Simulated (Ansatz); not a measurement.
A relaxed cell of Li is given with its symmetry left out. The cell was reached from a generator's guess, though it ends in a space group that the Crystallography Open Database lists for this formula.

Computed with DFT PBE, scalar-relativistic, plane waves, PAW in Ansatz 0.2.0. Cutoff 420 eV, Γ-centred mesh, Gaussian smearing, no spin polarisation.

```xyz
1
Lattice="2.9367 0.0000 0.0000 -1.4683 2.5432 0.0000 0.0000 0.0000 2.7161" Properties=species:S:1:pos:R:3 pbc="T T T"
Li    0.0000    0.0000    1.3581
```

Energies count from the standard state of Li at the same level.

**Question.** Find its symmetry and describe it.

**Answer.** P6/mmm (No. 191), the simple hexagonal type. Conventional cell: a = 2.937 Å, c = 2.716 Å. Around Li lie 2 Li at 2.72 Å and 6 Li at 2.94 Å.

**Question.** How far does it lie from the standard state of Li?

**Answer.** +0.07 eV/atom. So it is a metastable form at best.

**Question.** Is it a metal?

**Answer.** Yes, bands cross the Fermi level on the 21×21×20 mesh.

The last run used a 21×21×20 mesh (in the run's order of axes) for its 1-atom cell and Gaussian smearing of 0.10 eV. A later test with randomly moved atoms led to a structure 67 meV/atom lower, so this end is a saddle point or a shallow minimum.
